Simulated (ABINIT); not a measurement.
The system is AlN.

```
Al N
1.0
     3.11300    0.00000    0.00000
    -1.55650    2.69594    0.00000
     0.00000    0.00000    4.98100
Al N
2 2
Direct
  0.66667 0.33333 0.50000
  0.33333 0.66667 0.00000
  0.66667 0.33333 0.88000
  0.33333 0.66667 0.38000
```

Base run:

```yaml
Program: ABINIT 10.8.3 (patched build)
Functional: BLYP
Potentials_or_basis: JTH PAW PBE v2.0
Cutoff: 844 eV
k_mesh: 10 × 10 × 6
Occupations: fermi-dirac, width 0.05 eV
Spin: no spin polarisation
```

Its results: band gap on the k mesh 4.51 eV, direct; pressure 6.4 GPa; largest force 0.111 eV/Å.

The run is repeated on the same cell with these changes: functional from BLYP to PBE. What comes out?

Band gap on the k mesh 4.20 eV, direct; pressure 4.1 GPa; largest force 0.131 eV/Å.

PBE binds more tightly than BLYP, so the same cell stands under less pressure.

Caveats: the PAW data sets were made with another functional, which shifts forces and pressure a little (some runs).
